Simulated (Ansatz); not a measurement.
## Au: equation of state with r2SCAN+U

**What was measured.**

From “Exploring toroidal anvil profiles for larger sample volumes above 4 Mbar”, 2024, pmc:11102561, for a bulk crystal of Au: bulk modulus 167 GPa.

The system is Au.

```xyz
1
Lattice="0.0000 2.0350 2.0350 2.0350 0.0000 2.0350 2.0350 2.0350 0.0000" Properties=species:S:1:pos:R:3 pbc="T T T"
Au    0.0000    0.0000    0.0000
```

* Program: Ansatz 0.2.0
* Task: equation of state
* Functional: r2SCAN
* Potentials or basis: Ansatz PAW
* Cutoff: 500 eV
* Density cutoff: 2000 eV
* k mesh: 11 × 11 × 11
* Occupations: gaussian, width 0.05 eV
* Spin: no spin polarisation
* Hubbard terms: Au d U = 4.5 eV
* Hubbard projectors: ortho-atomic
* Double counting: amf

| Item | Value |
| --- | --- |
| Equilibrium volume | 17.53 Å³/atom |
| Bulk modulus | 156 GPa |
| Pressure derivative of the bulk modulus | 5.8 |

Energy against volume, from the lowest point:
| volume (Å³/atom) | energy (meV/atom) |
| --- | --- |
| 15.843 | 99.01 |
| 16.181 | 60.35 |
| 16.518 | 32.33 |
| 16.855 | 13.68 |
| 17.192 | 3.24 |
| 17.529 | 0.00 |
| 17.866 | 3.10 |

All runs of the series together: 20 s on 1 thread of Arm Neoverse V1, on a shared host.

A measured bulk modulus of Au is 167 GPa (quoted in “Exploring toroidal anvil profiles for larger sample volumes above 4 Mbar”, 2024, pmc:11102561); the calculated 156 GPa misses it by -6.4 %. The fit is for a static lattice scaled at fixed shape and fixed fractional positions.

Caveat: the PAW data sets were made with another functional, which shifts forces and pressure a little; the U is typed as a test and isn't derived for this compound. The run has no spin-orbit coupling, so splittings on Au are missing.
